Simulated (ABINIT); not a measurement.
Runs of ABINIT 10.8.3 (patched build) on TiCo. The structure is cubic, space group Pm-3m (No. 221). The conventional cell has a = 2.986 Å, b = 2.986 Å, c = 2.986 Å, α = 90.00°, β = 90.00°, γ = 90.00°. Around Co (site symmetry m-3m) lie 8 Ti at 2.59 Å. Around Ti (site symmetry m-3m) lie 8 Co at 2.59 Å. The cell comes from a database or a generator and needn't be the stable form of this composition.

```tsv
task	level	potentials or basis	k mesh	cutoff (eV)	fine-grid cutoff	mesh quality	gap on the mesh (eV)	pressure (GPa)	moment (μB)
single point	LDA	JTH PAW LDA v2.0	4 × 4 × 4	544	1088.46 eV	coarse	none	-	0.40
band structure	WC	JTH PAW PBE v2.0	9 × 9 × 9	707	1306.15 eV	not flagged	none	-7.0	0.74
single point	LDA	JTH PAW LDA v2.0	5 × 5 × 5	544	1088.46 eV	coarse	none	-	0.88
band structure	RPBE	JTH PAW PBE v2.0	9 × 9 × 9	707	1306.15 eV	not flagged	none	4.1	0.84
single point	PBEsol	JTH PAW PBE v2.0	5 × 5 × 5	707	1306.15 eV	coarse	none	(a)	0.90
band structure	revPBE	JTH PAW PBE v2.0	9 × 9 × 9	707	1306.15 eV	not flagged	none	(b)	0.83
band structure	LDA	JTH PAW LDA v2.0	9 × 9 × 9	544	1088.46 eV	not flagged	none	-	0.48
```

Alike in all rows: spin collinear, ferromagnetic start; cell as given; smearing fermi-dirac 0.05 eV.

Question: Fill in the values left out.

Answer: (a) -6.5; (b) 2.9.

Caveats: some runs use coarse meshes; small starting moments can end in a higher magnetic state in this program; the PAW data sets were made with another functional, which shifts forces and pressure a little (some runs).

A gap of «none» marks a metal or a gap under the smearing width.

Runs at the PBE level aren't shown here.
